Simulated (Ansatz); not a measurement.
Runs of Ansatz 0.2.0 on BeTe. Symmetry: F-43m, No. 216, cubic system. Conventional cell: a = 5.540 Å, b = 5.540 Å, c = 5.540 Å, α = 90.00°, β = 90.00°, γ = 90.00°. Around Te (site symmetry -43m) lie 4 Be at 2.40 Å. Be (site symmetry -43m) is surrounded by 4 Te at 2.40 Å. 

| task | level | cell | k mesh | smearing | q mesh | points for each segment of the path | atoms under strain | gap on the mesh (eV) | pressure (GPa) | relaxed volume (Å³/atom) |
| --- | --- | --- | --- | --- | --- | --- | --- | --- | --- | --- |
| phonons | PBEsol | as given | 6 × 6 × 6 | fixed | 2 × 2 × 2 | 8 | - | (a) | - | - |
| elastic constants | LDA | as given | 6 × 6 × 6 | fixed | - | - | relaxed | 1.77 | 0.6 | - |
| relaxation of cell and atoms | PBEsol+D4 | relaxed | 8 × 8 × 8 | fermi-dirac 0.05 eV | - | - | - | 1.78 | 0.0 | 21.55 |
| band structure | BLYP | as given | 8 × 8 × 8 | fermi-dirac 0.05 eV | - | 14 | - | 2.14 | (c) | - |
| relaxation of cell and atoms | RPBE+D3(BJ) | relaxed | 8 × 8 × 8 | fermi-dirac 0.05 eV | - | - | - | (b) | 0.0 | 18.81 |

Alike in all rows: potentials or basis Ansatz PAW; no spin polarisation; cutoff (eV) 420.

Fill in the values left out.

(a) 1.75; (b) 1.58; (c) 7.1.

Caveats: spin-orbit coupling is left out, which moves the levels of the heavy elements; the PAW data sets come from PBE, with cores solved anew for the run's functional, which leaves a small shift of forces and pressure; the plane-wave basis is chosen anew once the cell has moved, so the energies of steps on either side of that aren't comparable (some runs); the volume moved by -12 % from the deposited cell, more than functionals usually miss (some runs).

A k mesh can miss the band edges, and the runs leave out spin-orbit coupling on Te.

Runs at the PBE level aren't shown here.
